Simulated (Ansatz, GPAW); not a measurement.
Given: the input of a run of Ansatz 0.2.0 on SnTe. 

File input.yaml:

```yaml
crystal:
  lattice:
    - [0.0, 3.15085, 3.15085]
    - [3.15085, 0.0, 3.15085]
    - [3.15085, 3.15085, 0.0]
  atoms:
    - { symbol: Te, position: [0.5, 0.5, 0.5] }
    - { symbol: Sn, position: [0.0, 0.0, 0.0] }
kpoints:
  mp_grid: { grid: [7, 7, 7] }
scf:
  occupations: { method: gaussian, width: 0.013 }
hamiltonian:
  xc: pbe
  pseudopotentials: { kind: all_electron, lapw: { basis_error: 0.001 } }
output:
  forces: true
  stress: true
  eigenvalues: true
```

Potentials or basis: all-electron LAPW, scalar-relativistic.

Run with:

```sh
$ ansatz run input.yaml --threads 1 --pin off --max-ram 3072MiB --backend cpu --events-out ev --progress --plain --runs-dir out
```

Set up the same calculation for GPAW 26.7.0 (ASE script). Potentials or basis there: GPAW PAW data sets (gpaw-data 1.2.1), cutoff 600 eV.

As run (cutoffs and basis follow the program's own potentials, and thresholds, step limits or extra output files can differ):

File run.py:

```python
from ase.dft.bandgap import bandgap
from ase.io import read, write
from ase.units import GPa
from gpaw import GPAW, PW

atoms = read('SnTe.xyz')

calc = GPAW(mode=PW(600),
            xc='PBE',
            kpts={'size': (7, 7, 7), 'gamma': True},
            occupations={'name': 'methfessel-paxton', 'order': 0, 'width': 0.013000000000000001},
            nbands=19,
            convergence={'density': 1e-05, 'energy': 1e-05},
            maxiter=150,
            txt='gpaw.txt')
atoms.calc = calc
energy = atoms.get_potential_energy()
forces = atoms.get_forces()
stress = atoms.get_stress()
calc.write('gs.gpw')
write('result.traj', atoms)
print(f'Energy: {energy:.6f} eV')
print('Forces (eV/A):')
print(forces.round(4))
print('Stress (GPa):', (stress / GPa).round(3))
print('Fermi level:', round(calc.get_fermi_level(), 4), 'eV')
print(f'Gap: {bandgap(calc)[0]:.4f} eV, direct: {bandgap(calc, direct=True)[0]:.4f} eV')
```

The input SnTe.xyz:

```xyz
2
Lattice="0.0000000000 3.1508500000 3.1508500000 3.1508500000 0.0000000000 3.1508500000 3.1508500000 3.1508500000 0.0000000000" Properties=species:S:1:pos:R:3 pbc="T T T"
Te     3.1508500000      3.1508500000      3.1508500000
Sn     0.0000000000      0.0000000000      0.0000000000
```

Potentials or basis: GPAW PAW data sets (gpaw-data 1.2.1), pw.

The run is started by

```bash
$ OMP_NUM_THREADS=1 python run.py
```

Both were run:

|  | Ansatz | GPAW |
| --- | --- | --- |
| Pressure | 2.2 GPa | 1.9 GPa |

Where Ansatz's input types no cutoff or centring, it takes its own default and a Γ-centred mesh.

Pressure is positive in compression.
